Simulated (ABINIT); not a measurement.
Set up this calculation in ABINIT 10.8.3 (patched build), as the native input.

```
Task                : equation of state
Functional          : LDA-PZ
Potentials or basis : JTH PAW LDA v2.0
Cutoff              : 544 eV
k mesh              : 11 × 11 × 11
Occupations         : fermi-dirac, width 0.05 eV
Spin                : no spin polarisation
Fine-grid cutoff    : 1088.46 eV
```

Al:

```
Al
1.0
     0.00000    2.02481    2.02481
     2.02481    0.00000    2.02481
     2.02481    2.02481    0.00000
Al
1
Cartesian
  0.0000 0.0000 0.0000
```

One way to write it, as run:

run.abi

```
ndtset 7
getwfk -1
scalecart1 3*0.9795861087
scalecart2 3*0.9864848297
scalecart3 3*0.9932883884
scalecart4 3*1.0000000000
scalecart5 3*1.0066227096
scalecart6 3*1.0131594038
scalecart7 3*1.0196128224

pp_dirpath "./"
pseudos "Al.LDA_PW-JTH.xml"

acell 2.8635066922 2.8635066922 2.8635066922 Angstrom
rprim
     0.0000000000     0.7071067812     0.7071067812
     0.7071067812     0.0000000000     0.7071067812
     0.7071067812     0.7071067812     0.0000000000
ntypat 1
znucl 13
natom 1
typat 1
xred
     0.0000000000     0.0000000000     0.0000000000

ecut 20.0
pawecutdg 40.0

kptopt 1
ngkpt 11 11 11
nshiftk 1
shiftk 0.0 0.0 0.0

ixc 2

nband 6
occopt 3
tsmear 0.05 eV

nstep 100
tolvrs 1.0e-9

iomode 3
prtwf 1
prtden 0
prteig 0
prtebands 0
enunit 1
```

Potentials or basis: JTH PAW LDA v2.0.

Run with:

```bash
$ abinit run.abi > log 2>&1
```

Results of the run:

```yaml
Equilibrium_volume: 15.82 Å³/atom
Bulk_modulus: 86 GPa
Pressure_derivative_of_the_bulk_modulus: 4.6
```

Caveat: pressures at fixed basis lie under the slope of the energies.

It took 26 s on 1 thread of Arm Neoverse N1, with other jobs on the host, peak memory 0.12 GiB.
